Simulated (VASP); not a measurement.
Here is a VASP 6.6.1 calculation.

File INCAR:

```
PREC = Accurate
ENCUT = 600
EDIFF = 1E-6
ISMEAR = 0
SIGMA = 0.03
LREAL = False
LASPH = True
NELM = 80
ALGO = Normal
ISIF = 3
LWAVE = False
LCHARG = False
GGA = PE
IBRION = 2
NSW = 90
EDIFFG = -0.01
KPAR = 4
```

Contents of KPOINTS:

```
Automatic mesh
0
Gamma
  10 10 10
```

Contents of POSCAR:

```
ZnCu2SnS4
1.0
   -2.7171000000      2.7171000000      5.4248000000
    2.7171000000     -2.7171000000      5.4248000000
    2.7171000000      2.7171000000     -5.4248000000
Zn Cu Sn S
1 2 1 4
Direct
    0.2500000000      0.7500000000      0.5000000000
    0.0000000000      0.0000000000      0.0000000000
    0.7500000000      0.2500000000      0.5000000000
    0.5000000000      0.5000000000      0.0000000000
    0.3716100000      0.8844100000      0.9996000000
    0.1155900000      0.1151900000      0.4872000000
    0.8848100000      0.3720100000      0.0004000000
    0.6279900000      0.6283900000      0.5128000000
```

Potentials or basis: VASP PAW PBE potentials, release 64 (Zn, Cu, Sn_d, S).

Command:

```sh
$ cat potpaw_PBE.64/Zn/POTCAR potpaw_PBE.64/Cu/POTCAR potpaw_PBE.64/Sn_d/POTCAR potpaw_PBE.64/S/POTCAR > POTCAR
$ mpirun -np 4 vasp_std > vasp.out
```

Predict the band gap on the k mesh.

0.08 eV, direct.

What does it give for the relaxed volume?

20.47 Å³/atom.

Predict the relaxed cell.

a = 6.696 Å, b = 6.696 Å, c = 6.696 Å, α = 131.74°, β = 131.74°, γ = 70.64°.

Forces on the atoms (eV/Å):
```
Zn   0.000  0.000  0.000
Cu   0.000  0.000  0.000
Cu   0.000  0.000  0.000
Sn   0.000  0.000  0.000
S    0.002  0.005 -0.007
S    0.005 -0.002  0.007
S   -0.002 -0.005 -0.007
S   -0.005  0.002  0.007
```

Caveat: spin-orbit coupling is left out, which moves the levels of the heavy elements. Zero-point motion and thermal expansion aren't in these numbers.
